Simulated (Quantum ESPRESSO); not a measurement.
**Ru: zone-centre phonons under several settings**

```
Ru
1.0
     2.70580    0.00000    0.00000
    -1.35290    2.34329    0.00000
     0.00000    0.00000    4.28190
Ru
2
Direct
  0.66667 0.33333 0.75000
  0.33333 0.66667 0.25000
```

All runs used Quantum ESPRESSO 7.5; potentials GBRV 1.5 PBE; k mesh 8 × 8 × 4; relaxed cell; no spin polarisation; cutoff 612 eV; occupations cold, width 0.2 eV.

| level | volume (Å³/atom) | lowest optical mode without the field (cm⁻¹) | highest optical mode without the field (cm⁻¹) |
| --- | --- | --- | --- |
| PBE | 13.73 | 196 | 257 |
| PBE+D2 | 13.25 | 203 | 278 |
| PBE+D3(BJ) | ? | ? | ? |
| rPW86PBE+rVV10 | 14.08 | 190 | 257 |
| rev-vdW-DF2 | 13.55 | 200 | 266 |

Question: What stands in the row left open?

Answer: Volume 13.41 Å³/atom; lowest optical mode without the field 203 cm⁻¹; highest optical mode without the field 274 cm⁻¹.

Caveats: all runs use coarse meshes; the mesh is thin for the phonons of a metal; pairwise dispersion overbinds metals, which lowers pressure and volume (some runs); the potentials were made for another functional, which shifts forces and pressure (some runs).

For the row left open. Caveat: the k mesh is coarse (spacing up to 0.37 Å⁻¹), so the values aren't converged; the mesh is thin for the phonons of a metal; pairwise dispersion overbinds metals, which lowers pressure and volume.
